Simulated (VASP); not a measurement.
# Ag (Im-3m) in VASP: notebook, part 2 of 2

VASP 6.6.1. The steps go on from the part before.

### Step 3. Single point, LDA

Input file INCAR:

```
SYSTEM = Ag
PREC = Accurate
ENCUT = 520
EDIFF = 1E-6
ISMEAR = 0
SIGMA = 0.05
LREAL = .False.
LASPH = .True.
NELM = 100
ALGO = Fast
ISIF = 2
LWAVE = .False.
LCHARG = .False.
GGA = CA
NBANDS = 12
```

Input file KPOINTS:

```
regular mesh
0
Gamma
  9 9 9
  0 0 0
```

Input file POSCAR:

```
Ag
1.0
   -1.6556540000      1.6556540000      1.6556540000
    1.6556540000     -1.6556540000      1.6556540000
    1.6556540000      1.6556540000     -1.6556540000
Ag
1
Direct
    0.0000000000      0.0000000000      0.0000000000
```

Potentials or basis: VASP PAW LDA potentials, release 64 (Ag).

Launch:

```bash
> cat potpaw_LDA.64/Ag/POTCAR > POTCAR
> mpirun -np 1 vasp_std > vasp.out
```

OUTCAR:

```text
SYSTEM = Ag
   PREC = Accurate
   ENCUT = 520
   EDIFF = 1E-6
   ISMEAR = 0
   LREAL = .False.
   LASPH = .True.
   NELM = 100
   ISIF = 2
   GGA = CA

 ion  position               nearest neighbor table
   1  0.000  0.000  0.000-

  LATTYP: Found a body centered cubic cell.
 ALAT       =     3.3113080000

  Lattice vectors:

 A1 = (  -1.6556540000,   1.6556540000,   1.6556540000)
 A2 = (   1.6556540000,  -1.6556540000,   1.6556540000)
 A3 = (   1.6556540000,   1.6556540000,  -1.6556540000)

Analysis of symmetry for initial positions (statically):
=====================================================================
 Subroutine PRICEL returns:
 Original cell was already a primitive cell.

 Routine SETGRP: Setting up the symmetry group for a
 body centered cubic supercell.

 Subroutine GETGRP returns: Found 48 space group operations
 (whereof 48 operations were pure point group operations)
 out of a pool of 48 trial point group operations.

The static configuration has the point symmetry O_h .

Analysis of symmetry for dynamics (positions and initial velocities):
=====================================================================
 Subroutine PRICEL returns:
 Original cell was already a primitive cell.

 Routine SETGRP: Setting up the symmetry group for a
 body centered cubic supercell.

 Subroutine GETGRP returns: Found 48 space group operations
 (whereof 48 operations were pure point group operations)
 out of a pool of 48 trial point group operations.

The dynamic configuration has the point symmetry O_h .

 Subroutine INISYM returns: Found 48 space group operations
 (whereof 48 operations are pure point group operations),
 and found     1 'primitive' translations

----------------------------------------------------------------------------------------

                                     Primitive cell

  volume of cell :      18.1538

  direct lattice vectors                    reciprocal lattice vectors
    -1.655654000  1.655654000  1.655654000     0.000000000  0.301995465  0.301995465
     1.655654000 -1.655654000  1.655654000     0.301995465  0.000000000  0.301995465
     1.655654000  1.655654000 -1.655654000     0.301995465  0.301995465  0.000000000

  length of vectors
     2.867676848  2.867676848  2.867676848     0.427086083  0.427086083  0.427086083

  position of ions in fractional coordinates (direct lattice)
     0.000000000  0.000000000  0.000000000

  ion indices of the primitive-cell ions
   primitive index   ion index
                 1           1

----------------------------------------------------------------------------------------

 KPOINTS: regular mesh

Automatic generation of k-mesh.
 Grid dimensions read from file:
 generate k-points for:    9    9    9

 Generating k-lattice:

  Cartesian coordinates                     Fractional coordinates (reciprocal lattice)
     0.000000000  0.033555052  0.033555052     0.111111111  0.000000000  0.000000000
     0.033555052  0.000000000  0.033555052     0.000000000  0.111111111  0.000000000
     0.033555052  0.033555052  0.000000000     0.000000000  0.000000000  0.111111111

  Length of vectors
     0.047454009  0.047454009  0.047454009

  Shift w.r.t. Gamma in fractional coordinates (k-lattice)
     0.000000000  0.000000000  0.000000000

 Subroutine IBZKPT returns following result:
 ===========================================

 Found     35 irreducible k-points:

 Following reciprocal coordinates:
            Coordinates               Weight
  0.000000  0.000000  0.000000      1.000000
  0.111111  0.000000  0.000000     12.000000
  0.222222  0.000000  0.000000     12.000000
  0.333333  0.000000  0.000000     12.000000
  0.444444  0.000000  0.000000     12.000000
  0.111111  0.111111  0.000000     24.000000
[... 16 lines left out ...]
 -0.333333  0.444444  0.111111     48.000000
 -0.444444 -0.444444  0.111111     24.000000
 [... further k-points ...]
   k-points           NKPTS =     35   k-points in BZ     NKDIM =     35   number of bands    NBANDS=     12
   number of dos      NEDOS =    301   number of ions     NIONS =      1
   total plane-waves  NPLWV =  13824
   dimension x,y,z NGX =    24 NGY =   24 NGZ =   24
   dimension x,y,z NGXF=    48 NGYF=   48 NGZF=   48
   ions per type =               1
   NGX,Y,Z   is equivalent  to a cutoff of  13.91, 13.91, 13.91 a.u.
   NGXF,Y,Z  is equivalent  to a cutoff of  27.83, 27.83, 27.83 a.u.
 SYSTEM =  Ag
   PREC   = accura    normal or accurate (medium, high low for compatibility)
   ISTART =      0    job   : 0-new  1-cont  2-samecut
   ICHARG =      2    charge: 1-file 2-atom 10-const
   ISPIN  =      1    spin polarized calculation?
   LNONCOLLINEAR =      F non collinear calculations
   LSORBIT =      F    spin-orbit coupling
   LASPH  =      T    aspherical Exc in radial PAW
   ENCUT  =  520.0 eV  38.22 Ry    6.18 a.u.   5.33  5.33  5.33*2*pi/ulx,y,z
   NELM   =    100;   NELMIN=  2; NELMDL= -5     # of ELM steps
   EDIFF  = 0.1E-05   stopping-criterion for ELM
   LREAL  =      F    real-space projection
   EDIFFG = 0.1E-04   stopping-criterion for IOM
   NSW    =      0    number of steps for IOM
   IBRION =     -1    ionic relax: 0-MD 1-quasi-New 2-CG
   NFREE  =      0    steps in history (QN), initial steepest desc. (CG)
   ISIF   =      2    stress and relaxation
   ISYM   =      2    0-nonsym 1-usesym 2-fastsym
   POTIM  = 0.5000    time-step for ionic-motion
   TEBEG  =    0.0;   TEEND  =   0.0 temperature during run
   PSTRESS=    0.0 pullay stress
   NELECT =      11.0000    total number of electrons
   NUPDOWN=      -1.0000    fix difference up-down
   EMIN   =  10.00;   EMAX   =-10.00  energy-range for DOS
   EFERMI =   0.00;   METHOD = LEGACY
   ISMEAR =     0;   SIGMA  =   0.05  broadening in eV -4-tet -1-fermi 0-gaus
   EFERMI_NEDOS =   21; number of points for ismear=-14 and -15
   IALGO  =     68    algorithm
   IMIX   =      4    mixing-type and parameters
     AMIX     =   0.40;   BMIX     =  1.00
     AMIX_MAG =   1.60;   BMIX_MAG =  1.00
  volume/ion in A,a.u.               =      18.15       122.51
  Fermi-wavevector in a.u.,A,eV,Ry     =   1.385318  2.617871 26.111022  1.919106
  Thomas-Fermi vector in A             =   2.509739
   LORBIT       =      0    0 simple, 1 ext, 2 COOP (PROOUT), +10 PAW based schemes
   GGA     = CA    functional components
   LHFCALC =     F    Hartree Fock is set to
   AEXX    =    0.0000 exact exchange contribution
   IVDW    =     0    specifies the selected vdW correction
   LEPSILON=     F    determine dielectric tensor
   LRPA    =     F    only Hartree local field effects (RPA)
 non-spin polarized calculation
 RMM-DIIS sequential band-by-band and
 Gauss-broadening in eV      SIGMA  =   0.05
  energy-cutoff  :      520.00
  volume of cell :       18.15
 maximum number of plane-waves:       498
 NGX is ok and might be reduce to    24
   NGX = 11   NGY = 11   NGZ = 11

 number of electron      11.0000001 magnetization

 Free energy of the ion-electron system (eV)
  ---------------------------------------------------
  ext. energy  EPLUGINS =         0.00000000
  ---------------------------------------------------
  free energy    TOTEN  =        -3.67164064 eV

  energy without entropy =       -3.66992757  energy(sigma->0) =       -3.67078411

 E-fermi :   7.2120     XC(G=0): -12.2178

 val. band max:        7.1977375666   @ k =  -0.3333   0.4444   0.1111
 cond. band min:       7.4844057243   @ k =  -0.4444   0.4444   0.1111
 fundamental gap:      0.2866681577
 Fermi energy:         7.2119592541

 k-point     1 :       0.0000    0.0000    0.0000
  band No.  band energies     occupation
      1      -0.0748      2.00000
      2       2.6342      2.00000
      3       2.6342      2.00000
      4       2.6342      2.00000
      5       3.8642      2.00000
      6       3.8642      2.00000
      7      25.0388      0.00000
      8      25.0388      0.00000
      9      25.0388      0.00000
     10      30.2126      0.00000
     11      30.2126      0.00000
     12      30.2132      0.00000
[... 331 lines left out ...]
 k-point    24 :      -0.4444   -0.4444    0.1111
  band No.  band energies     occupation
      1       1.7683      2.00000
      2       2.3656      2.00000
      3       2.9045      2.00000
      4       3.6303      2.00000
      5       4.5447      2.00000
      6       9.4748      0.00000
      7      11.3680      0.00000
      8      16.7345      0.00000
      9      21.9648      0.00000
     10      26.9631      0.00000
     11      27.3456      0.00000
     12      31.3636      0.00000

 [... further k-points ...]

------------------------ aborting loop because EDIFF is reached ----------------------------------------

  FORCE on cell =-STRESS in cart. coord.  units (eV):
  Direction    XX          YY          ZZ          XY          YZ          ZX
  --------------------------------------------------------------------------------------
  -------------------------------------------------------------------------------------
  Total       -1.2700935     -1.2700935     -1.2700935      0.0000000      0.0000000      0.0000000
  in kB     -112.0927518   -112.0927518   -112.0927518      0.0000000      0.0000000      0.0000000
  external PRESSURE =    -112.0927518 kB  Pullay stress =       0.0000000 kB

 VOLUME and BASIS-vectors are now :
 -----------------------------------------------------------------------------
  energy-cutoff  :      520.00
  volume of cell :       18.15
      direct lattice vectors                 reciprocal lattice vectors
    -1.655654000  1.655654000  1.655654000     0.000000000  0.301995465  0.301995465
     1.655654000 -1.655654000  1.655654000     0.301995465  0.000000000  0.301995465
     1.655654000  1.655654000 -1.655654000     0.301995465  0.301995465  0.000000000

 POSITION                                       TOTAL-FORCE (eV/Angst)
 -----------------------------------------------------------------------------------
      0.00000      0.00000      0.00000        -0.000000      0.000000      0.000000
 -----------------------------------------------------------------------------------
    total drift:                               -0.000000     -0.000000      0.000000

  FREE ENERGIE OF THE ION-ELECTRON SYSTEM (eV)
  ---------------------------------------------------
  free  energy   TOTEN  =        -3.6716406367 eV

  energy  without entropy=       -3.6699275740  energy(sigma->0) =       -3.67078411
```

OSZICAR:

```text
N       E                     dE             d eps       ncg     rms          rms(c)
DAV:   1     0.516732493018E+02    0.51673E+02   -0.53817E+03   840   0.822E+02
DAV:   2    -0.317201339509E+01   -0.54845E+02   -0.51704E+02   960   0.191E+02
DAV:   3    -0.395390573996E+01   -0.78189E+00   -0.78160E+00   984   0.248E+01
DAV:   4    -0.395622540347E+01   -0.23197E-02   -0.23196E-02   952   0.139E+00
DAV:   5    -0.395624402140E+01   -0.18618E-04   -0.18619E-04   984   0.115E-01    0.465E+00
RMM:   6    -0.368318555083E+01    0.27306E+00   -0.44193E-01   840   0.587E+00    0.298E+00
RMM:   7    -0.367549365702E+01    0.76919E-02   -0.64637E-03   928   0.899E-01    0.175E+00
RMM:   8    -0.367163704984E+01    0.38566E-02   -0.80475E-04   952   0.321E-01    0.155E-01
RMM:   9    -0.367164370564E+01   -0.66558E-05   -0.87560E-05   986   0.783E-02    0.417E-02
RMM:  10    -0.367164072688E+01    0.29788E-05   -0.16144E-05   992   0.323E-02    0.160E-02
RMM:  11    -0.367164063667E+01    0.90213E-07   -0.41359E-06   784   0.131E-02
   1 F= -.36716406E+01 E0= -.36707841E+01  d E =-.171306E-02
```

stdout:

```text
POSCAR found type information on POSCAR Ag
 POSCAR found :  1 types and       1 ions
 scaLAPACK will be used
 LDA part: xc-table for (Slater(with rela. corr.)+CA(PZ))
 , standard interpolation
 POSCAR, INCAR and KPOINTS ok, starting setup
 FFT: planning ... GRIDC
 FFT: planning ... GRID_SOFT
 FFT: planning ... GRID
 WAVECAR not read
 entering main loop
```

Run time: 6.6 s. Hardware: 1 thread of AMD EPYC 7R13 (Zen 3), shared host; peak memory 0.1 GiB.

Results:

- Free energy: -3.6716 eV
- Pressure: -11.2 GPa
- Band gap on the k mesh: none (metal or under the smearing width)
